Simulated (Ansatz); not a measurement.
## A strain series on MgO (CsCl type): biaxial in x and y, z held

MgO in the CsCl structure, relaxed with r2SCAN in the plane-wave code Ansatz, then strained (biaxial in x and y, z held; changes of length per length, axes as in the cell below) with the atoms relaxed again within the symmetry that is left. Space group Pm-3m (No. 221), cubic; a = 2.623 Å in the conventional setting, 9.03 Å³ an atom. Mg is surrounded by 8 O at 2.27 Å; O is surrounded by 8 Mg at 2.27 Å. No spin polarisation and no zero-point or thermal motion; the cell was built from a prototype and may be hypothetical.

```xyz
2
Lattice="2.6233 0.0000 0.0000 0.0000 2.6233 0.0000 0.0000 0.0000 2.6233" Properties=species:S:1:pos:R:3 pbc="T T T"
Mg    0.0000    0.0000    0.0000
O     1.3117    1.3117    1.3117
```

Gaps are the least over each mesh (PBE 10×10×10, r2SCAN 10×10×10, HSE06 6×6×6 when unstrained) and the special points, which keep their unstrained names; stress is the change from the unstrained cell, compression positive.

| strain (%) | gap, PBE (eV) | gap, r2SCAN (eV) | gap, HSE06 (eV) | edges, HSE06 | in-plane stress, r2SCAN (GPa) | energy rise, r2SCAN (meV/atom) |
| --- | --- | --- | --- | --- | --- | --- |
| 0.0 | 2.640 | 3.492 | 4.196 | M → Γ | 0.00 | 0.0 |
| +0.38 | 2.545 | 3.392 | 4.094 | M → Γ | -2.05 | 0.4 |
| +2.51 | 2.016 | 2.841 | 3.528 | M → Γ | -12.33 | 18.4 |
| +4.76 | 1.473 | 2.273 | 2.946 | M → Γ | -21.19 | 62.8 |

Problem. Estimate the row for a strain of +5.05 %.

Solution.

| strain (%) | gap, PBE (eV) | gap, r2SCAN (eV) | gap, HSE06 (eV) | edges, HSE06 | in-plane stress, r2SCAN (GPa) | energy rise, r2SCAN (meV/atom) |
| --- | --- | --- | --- | --- | --- | --- |
| +5.05 | 1.405 | 2.202 | 2.872 | M → Γ | -22.20 | 70.3 |

The meshes of the hybrids are coarse, so their gaps aren't converged to the digits shown.
